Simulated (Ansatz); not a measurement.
# BaTe: experiment and calculation

**Experimental background.**

A printed reference work (textbook) reports, for a bulk crystal of BaTe: lattice constant a 7 Å.

Level of theory: DFT PBE, scalar-relativistic, plane waves, PAW (Ansatz 0.2.0).

Cutoff 420 eV; k points 8×8×8 on the computed 2-atom cell (Γ-centred); Gaussian smearing, width 0.02 eV; no spin polarisation.

Relaxed structure:

```
Ba Te
1.0
     0.00000    3.53334    3.53334
     3.53334    0.00000    3.53334
     3.53334    3.53334    0.00000
Ba Te
1 1
Cartesian
  3.5333 3.5333 3.5333
  0.0000 0.0000 0.0000
```

```json
{
 "Space group": "Fm-3m (No. 225)",
 "Volume per atom": "44.11 Å³",
 "Formation energy from the elements' standard states (uncorrected)": "-1.820 eV/atom",
 "Kohn–Sham band gap": "1.66 eV, indirect from Γ to X",
 "Orbital (Löwdin) character of the top 1 eV of the valence band": "Te 5p 93 %, unprojected 5 %",
 "Electron masses at the edge by direction of the standard setting (m_e; one valley, along these axes only; no spin-orbit coupling)": "x: 1.3; y: 0.28; z: 0.28",
 "Hole masses at the edge by direction of the standard setting (m_e; one valley, along these axes only; no spin-orbit coupling)": "x: 1.3, 1.3, 0.16; y: 1.3, 1.3, 0.16; z: 1.3, 1.3, 0.16",
 "Bulk modulus": "29 GPa",
 "Its pressure derivative": "4.4",
 "Electronic dielectric constant xx, yy, zz (independent particles)": "6.5, 6.5, 6.5",
 "Bader charge by site (e)": "Ba (1 in the cell) 1.37, Te (1 in the cell) -1.37"
}
```

Spin-orbit coupling is left out, which matters for the bands of heavy elements.

Against the measured lattice constant a of BaTe, 7 Å (a printed reference work (textbook)), the calculated 7.067 Å is off by +1.0 %. The calculation is for 0 K without zero-point motion.

The cell was reached from a generator's guess, though it ends in a space group that the part of the Crystallography Open Database at hand lists for this formula. Kohn–Sham gaps at this level usually fall short of measured ones.
